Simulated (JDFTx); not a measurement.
# ZrB2 (P6/mmm) in JDFTx: a series of runs

The runs below take ZrB2 through band structure, with PBE.

Everything below comes from runs of JDFTx 1.7.0 (patched build). Logs are shortened: lines on timing, memory, paths and dates and some standing lists are left out, and cuts for length are marked. The log counts tension as positive stress, the text compression.

## (1) The structure

It takes space group P6/mmm (No. 191, hexagonal). Conventional cell: a = 3.170 Å, b = 3.170 Å, c = 3.533 Å, α = 90.00°, β = 90.00°, γ = 120.00°. Around Zr (site symmetry 6/mmm) lie 12 B at 2.54 Å. B (site symmetry -6m2) is surrounded by 3 B at 1.83 Å.

## (2) Band structure, PBE

File bands.in:

```
lattice \
    5.9904318151    -2.9952159075     0.0000000000 \
    0.0000000000     5.1878661315     0.0000000000 \
    0.0000000000     0.0000000000     6.6764023983
coords-type Lattice
ion Zr     0.0000000000     0.0000000000     0.0000000000 1
ion B      0.6666666667     0.3333333333     0.5000000000 1
ion B      0.3333333333     0.6666666667     0.5000000000 1

ion-species pseudo/Zr.upf
ion-species pseudo/B.upf
elec-cutoff 38 304
elec-ex-corr gga-PBE
elec-smearing Fermi 0.0018374661
elec-n-bands 15
electronic-minimize nIterations 30 energyDiffThreshold 1e-06
davidson-band-ratio 1.3
forces-output-coords Cartesian
include path.kpoints
symmetries none
fix-electron-density run.$VAR

dump-name bands.$VAR
dump End Ecomponents EigStats BandEigs Kpoints Forces
```

File path.kpoints:

```
kpoint +0.0000000000 +0.0000000000 +0.0000000000 0.020000000000
kpoint +0.1000000000 +0.0000000000 +0.0000000000 0.020000000000
kpoint +0.2000000000 +0.0000000000 +0.0000000000 0.020000000000
kpoint +0.3000000000 +0.0000000000 +0.0000000000 0.020000000000
kpoint +0.4000000000 +0.0000000000 +0.0000000000 0.020000000000
kpoint +0.5000000000 +0.0000000000 +0.0000000000 0.020000000000
kpoint +0.4444444444 +0.1111111111 +0.0000000000 0.020000000000
kpoint +0.3888888889 +0.2222222222 +0.0000000000 0.020000000000
kpoint +0.3333333333 +0.3333333333 +0.0000000000 0.020000000000
kpoint +0.2857142857 +0.2857142857 +0.0000000000 0.020000000000
kpoint +0.2380952381 +0.2380952381 +0.0000000000 0.020000000000
kpoint +0.1904761905 +0.1904761905 +0.0000000000 0.020000000000
kpoint +0.1428571429 +0.1428571429 +0.0000000000 0.020000000000
kpoint +0.0952380952 +0.0952380952 +0.0000000000 0.020000000000
kpoint +0.0476190476 +0.0476190476 +0.0000000000 0.020000000000
kpoint +0.0000000000 +0.0000000000 +0.0000000000 0.020000000000
kpoint +0.0000000000 +0.0000000000 +0.1250000000 0.020000000000
kpoint +0.0000000000 +0.0000000000 +0.2500000000 0.020000000000
kpoint +0.0000000000 +0.0000000000 +0.3750000000 0.020000000000
kpoint +0.0000000000 +0.0000000000 +0.5000000000 0.020000000000
kpoint +0.0833333333 +0.0000000000 +0.5000000000 0.020000000000
kpoint +0.1666666667 +0.0000000000 +0.5000000000 0.020000000000
kpoint +0.2500000000 +0.0000000000 +0.5000000000 0.020000000000
kpoint +0.3333333333 +0.0000000000 +0.5000000000 0.020000000000
kpoint +0.4166666667 +0.0000000000 +0.5000000000 0.020000000000
kpoint +0.5000000000 +0.0000000000 +0.5000000000 0.020000000000
kpoint +0.4444444444 +0.1111111111 +0.5000000000 0.020000000000
kpoint +0.3888888889 +0.2222222222 +0.5000000000 0.020000000000
kpoint +0.3333333333 +0.3333333333 +0.5000000000 0.020000000000
kpoint +0.2916666667 +0.2916666667 +0.5000000000 0.020000000000
kpoint +0.2500000000 +0.2500000000 +0.5000000000 0.020000000000
kpoint +0.2083333333 +0.2083333333 +0.5000000000 0.020000000000
kpoint +0.1666666667 +0.1666666667 +0.5000000000 0.020000000000
kpoint +0.1250000000 +0.1250000000 +0.5000000000 0.020000000000
kpoint +0.0833333333 +0.0833333333 +0.5000000000 0.020000000000
kpoint +0.0416666667 +0.0416666667 +0.5000000000 0.020000000000
kpoint +0.0000000000 +0.0000000000 +0.5000000000 0.020000000000
kpoint +0.5000000000 +0.0000000000 +0.5000000000 0.020000000000
kpoint +0.5000000000 +0.0000000000 +0.4000000000 0.020000000000
kpoint +0.5000000000 +0.0000000000 +0.3000000000 0.020000000000
kpoint +0.5000000000 +0.0000000000 +0.2000000000 0.020000000000
kpoint +0.5000000000 +0.0000000000 +0.1000000000 0.020000000000
kpoint +0.5000000000 +0.0000000000 +0.0000000000 0.020000000000
kpoint +0.3333333333 +0.3333333333 +0.0000000000 0.020000000000
kpoint +0.3333333333 +0.3333333333 +0.0833333333 0.020000000000
kpoint +0.3333333333 +0.3333333333 +0.1666666667 0.020000000000
kpoint +0.3333333333 +0.3333333333 +0.2500000000 0.020000000000
kpoint +0.3333333333 +0.3333333333 +0.3333333333 0.020000000000
kpoint +0.3333333333 +0.3333333333 +0.4166666667 0.020000000000
kpoint +0.3333333333 +0.3333333333 +0.5000000000 0.020000000000
```

Potentials or basis: PseudoDojo-SR-PBE-0.4.1-standard with smoothed tails.

Launch:

```console
jdftx -c 1 -i bands.in -o bands.out
```

Log:

```text
*************** JDFTx 1.7.0 (patched build) ***************

Input parsed successfully to the following command list (including defaults):
[... the input with its defaults ...]

---------- Initializing the Grid ----------
R =
[      5.99043     -2.99522            0  ]
[            0      5.18787            0  ]
[            0            0       6.6764  ]
unit cell volume = 207.486
G =
[    1.04887   0.605565         -0  ]
[          0    1.21113          0  ]
[          0         -0   0.941103  ]
Minimum fftbox size, Smin = [  48  48  56  ]
Chosen fftbox size, S = [  48  48  56  ]

---------- Initializing tighter grid for wavefunction operations ----------
R =
[      5.99043     -2.99522            0  ]
[            0      5.18787            0  ]
[            0            0       6.6764  ]
unit cell volume = 207.486
G =
[    1.04887   0.605565         -0  ]
[          0    1.21113          0  ]
[          0         -0   0.941103  ]
Minimum fftbox size, Smin = [  36  36  40  ]
Chosen fftbox size, S = [  36  36  40  ]

---------- Exchange Correlation functional ----------
Initalized PBE GGA exchange.
Initalized PBE GGA correlation.

---------- Setting up pseudopotentials ----------
Width of ionic core gaussian charges (only for fluid interactions / plotting) set to 0

Reading pseudopotential file 'pseudo/Zr.upf':
  'Zr' pseudopotential, 'PBE' functional
  Generated using ONCVPSP code by D. R. Hamann
  12 valence electrons, 4 orbitals, 6 projectors, 1001 radial grid points, with lMax = 2
    4S    l: 0   occupation:  2.0   eigenvalue: -2.003021
    4P    l: 1   occupation:  6.0   eigenvalue: -1.192945
    4D    l: 2   occupation:  2.0   eigenvalue: -0.132262
    5S    l: 0   occupation:  2.0   eigenvalue: -0.163149
  Core radius for overlap checks: 1.48 bohrs.

Reading pseudopotential file 'pseudo/B.upf':
  'B' pseudopotential, 'PBE' functional
  Generated using ONCVPSP code by D. R. Hamann
  3 valence electrons, 2 orbitals, 4 projectors, 1001 radial grid points, with lMax = 1
    2S    l: 0   occupation:  2.0   eigenvalue: -0.347027
    2P    l: 1   occupation:  1.0   eigenvalue: -0.132548
  Core radius for overlap checks: 1.18 bohrs.

Initialized 2 species with 3 total atoms.

Folded 50 k-points by 1x1x1 to 50 k-points.

---------- Setting up k-points, bands, fillings ----------
No reducable k-points.
Computing the number of bands and number of electrons
Calculating initial fillings.
nElectrons:  18.000000   nBands: 15   nStates: 50

----- Setting up reduced wavefunction bases (one per k-point) -----
average nbasis = 2322.120 , ideal nbasis = 2321.447

---------- Setting up ewald sum ----------
Optimum gaussian width for ewald sums = 1.966616 bohr.
Real space sum over 1089 unit cells with max indices [  5  5  4  ]
Reciprocal space sum over 2535 terms with max indices [  6  6  7  ]

---------- Allocating electronic variables ----------
Reading n from file 'run.n' ... done
Initializing wave functions:  linear combination of atomic orbitals

----------- Band structure minimization -------------
Minimization will be done independently for each quantum number.

---- Minimization of quantum number:     0  [ +0.0000000 +0.0000000 +0.0000000 ]  0.040000000 ----
BandDavidson: Iter:   0  Eband: +0.172628191692390
BandDavidson: Iter:   1  Eband: +0.166152483074828  dEband: -6.475709e-03
BandDavidson: Iter:   2  Eband: +0.165561711477831  dEband: -5.907716e-04
BandDavidson: Iter:   3  Eband: +0.165464533227742  dEband: -9.717825e-05
[... 734 lines of inner loops ...]
BandDavidson: Iter:  13  Eband: +0.172101377057479  dEband: -1.046630e-06
BandDavidson: Iter:  14  Eband: +0.172100895469428  dEband: -4.815881e-07
BandDavidson: Converged (dEband<1.000000e-06)
	FillingsUpdate:  mu: +0.594765966  nElectrons: 18.000000
WARNING: these k-points are no uniform mesh, so that mu and the fillings of partly filled bands are only those of these points: take mu from the calculation that made the density or potential.

Dumping 'bands.eigStats' ...
	eMin: -1.204606 at state 0 ( [ +0.000000 +0.000000 +0.000000 ] spin 0 )
	HOMO: +0.594702 at state 6 ( [ +0.444444 +0.111111 +0.000000 ] spin 0 )
	mu  : +0.594766
	LUMO: +0.595485 at state 19 ( [ +0.000000 +0.000000 +0.500000 ] spin 0 )
	eMax: +1.007501 at state 43 ( [ +0.333333 +0.333333 +0.000000 ] spin 0 )
	HOMO-LUMO gap: +0.000783
	Optical gap  : +0.026171 at state 20 ( [ +0.083333 +0.000000 +0.500000 ] spin 0 )
Done!
[note: mu, HOMO and LUMO in a band run belong to the points of the path alone and aren't those of the crystal]
```

Run time: 13 s. Hardware: 1 thread of Intel Xeon 6975P-C (Granite Rapids), shared host; peak memory 0.09 GiB.

What came out:

```yaml
Band_gap_along_the_path: none (metal or under the smearing width)
```

Levels at the corners of the path, in eV from the Fermi level:
| point | band 7 | band 8 | band 9 | band 10 | band 11 | band 12 |
| --- | --- | --- | --- | --- | --- | --- |
| Γ | -2.55 | -2.50 | -2.27 | 3.48 | 3.48 | 4.25 |
| M | -3.82 | -2.98 | -2.60 | 2.33 | 2.39 | 5.00 |
| K | -6.83 | -2.37 | -2.37 | 1.65 | 1.65 | 3.24 |
| Γ | -2.55 | -2.50 | -2.27 | 3.48 | 3.48 | 4.25 |
| A | -0.88 | -0.88 | 0.42 | 0.42 | 0.86 | 0.86 |
| L | -4.53 | -4.05 | -1.93 | 3.82 | 4.20 | 5.37 |
| H | -4.85 | -2.60 | -2.60 | 4.17 | 6.10 | 6.10 |
| A | -0.88 | -0.88 | 0.42 | 0.42 | 0.86 | 0.86 |
| L | -4.53 | -4.05 | -1.93 | 3.82 | 4.20 | 5.37 |
| M | -3.82 | -2.98 | -2.60 | 2.33 | 2.39 | 5.00 |
| K | -6.83 | -2.37 | -2.37 | 1.65 | 1.65 | 3.24 |
| H | -4.85 | -2.60 | -2.60 | 4.17 | 6.10 | 6.10 |

## (3) Band structure, PBE, spin-orbit coupling, no magnetisation

bands.in, as its differences from that of step 2:

```diff
@@ -14,3 +14,4 @@
 elec-smearing Fermi 0.0018374661
-elec-n-bands 15
+elec-n-bands 30
+spintype spin-orbit
 electronic-minimize nIterations 30 energyDiffThreshold 1e-06
```

path.kpoints is that of step 2.

Potentials or basis: PseudoDojo-FR-PBE-0.4-standard with smoothed tails.

Launch:

```console
jdftx -c 1 -i bands.in -o bands.out
```

Wall time 40 s (1 thread of Intel Xeon 6975P-C (Granite Rapids), shared host); peak memory 0.21 GiB.

Results (log left out):

- Band gap along the path: none (metal or under the smearing width)

Levels at the corners of the path, in eV from the Fermi level:
| point | band 15 | band 16 | band 17 | band 18 | band 19 | band 20 | band 21 | band 22 |
| --- | --- | --- | --- | --- | --- | --- | --- | --- |
| Γ | -2.50 | -2.50 | -2.27 | -2.27 | 3.45 | 3.45 | 3.51 | 3.51 |
| M | -2.98 | -2.98 | -2.60 | -2.60 | 2.32 | 2.32 | 2.39 | 2.39 |
| K | -2.38 | -2.38 | -2.36 | -2.36 | 1.62 | 1.62 | 1.67 | 1.67 |
| Γ | -2.50 | -2.50 | -2.27 | -2.27 | 3.45 | 3.45 | 3.51 | 3.51 |
| A | -0.88 | -0.88 | 0.40 | 0.40 | 0.43 | 0.43 | 0.81 | 0.81 |
| L | -4.05 | -4.05 | -1.93 | -1.93 | 3.82 | 3.82 | 4.20 | 4.20 |
| H | -2.66 | -2.66 | -2.54 | -2.54 | 4.17 | 4.17 | 6.08 | 6.08 |
| A | -0.88 | -0.88 | 0.40 | 0.40 | 0.43 | 0.43 | 0.81 | 0.81 |
| L | -4.05 | -4.05 | -1.93 | -1.93 | 3.82 | 3.82 | 4.20 | 4.20 |
| M | -2.98 | -2.98 | -2.60 | -2.60 | 2.32 | 2.32 | 2.39 | 2.39 |
| K | -2.38 | -2.38 | -2.36 | -2.36 | 1.62 | 1.62 | 1.67 | 1.67 |
| H | -2.66 | -2.66 | -2.54 | -2.54 | 4.17 | 4.17 | 6.08 | 6.08 |

## (4) For comparison

An earlier run on the cell as given: functional PBEsol; potentials or basis PseudoDojo-SR-PBEsol-0.4.1-standard with smoothed tails; cutoff 1034 eV; density cutoff 8272 eV; k mesh 10 × 10 × 8; occupations fermi-dirac, width 0.05 eV; no spin polarisation.

- Pressure: -3.7 GPa
- Band gap on the k mesh: none (metal or under the smearing width)
- Loewdin charges: Zr +0.71; B -0.34 e
